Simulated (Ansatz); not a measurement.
**GaP at several levels of theory**

Method: DFT PBE, plane waves, PAW (Ansatz). The atoms stay where they are, in a cell that isn't relaxed at these levels; pressure is positive in compression. “Off” is scalar-relativistic.

```
Ga P
1.0
     1.94302    1.12180    6.43081
    -1.94302    1.12180    6.43081
     0.00000   -2.24360    6.43081
Ga P
2 2
Direct
  0.43537 0.43537 0.43537
  0.56463 0.56463 0.56463
  0.05739 0.05739 0.05739
  0.94261 0.94261 0.94261
```

| Quantity | Value |
| --- | --- |
| plane-wave cutoff | 420 eV |
| Γ-centred k-mesh | 12×12×12 |
| occupation rule | Gaussian smearing, 0.02 eV |

```
spin–orbit coupling gap on mesh (eV) P (GPa) largest force (eV/Å)
                off              0.83      0.0                 0.055
```

Question: What do the runs give for on?

Answer: They give:

```
spin–orbit coupling gap on mesh (eV) P (GPa) largest force (eV/Å)
                 on              0.80      0.0                 0.056
```

This form isn't the usual stable structure of the compound.